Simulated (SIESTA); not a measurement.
W:

```xyz
1
Lattice="0.0000 2.0300 2.0300 2.0300 0.0000 2.0300 2.0300 2.0300 0.0000" Properties=species:S:1:pos:R:3 pbc="T T T"
W     0.0000    0.0000    0.0000
```

This isn't the form of W at room conditions, which is bcc.

Base run:

* Program: SIESTA 5.4.2
* Functional: PBEsol
* Potentials or basis: PseudoDojo 0.4 standard (PBEsol files)
* Basis: DZ (energy shift 0.003 Ry; two zetas on semicore shells)
* Grid cutoff: 800 Ry
* Energy shift: 0.003 Ry
* k mesh: 11 × 11 × 11
* Occupations: fermi-dirac, width 0.05 eV
* Spin: no spin polarisation

Its results: band gap on the k mesh none (metal or under the smearing width); pressure -11.3 GPa.

The run is repeated on the same cell with these changes: basis from DZ (energy shift 0.003 Ry; two zetas on semicore shells) to DZP (energy shift 0.003 Ry; two zetas on semicore shells). What comes out?

Band gap on the k mesh none (metal or under the smearing width); pressure -9.8 GPa.

Caveats: short orbitals over semicore shells can move pressures by several GPa; spin-orbit coupling is left out, which moves the levels of the heavy elements; the basis of atomic orbitals isn't converged, which shifts pressures, moduli and gaps; the basis has no polarisation orbitals (some runs).
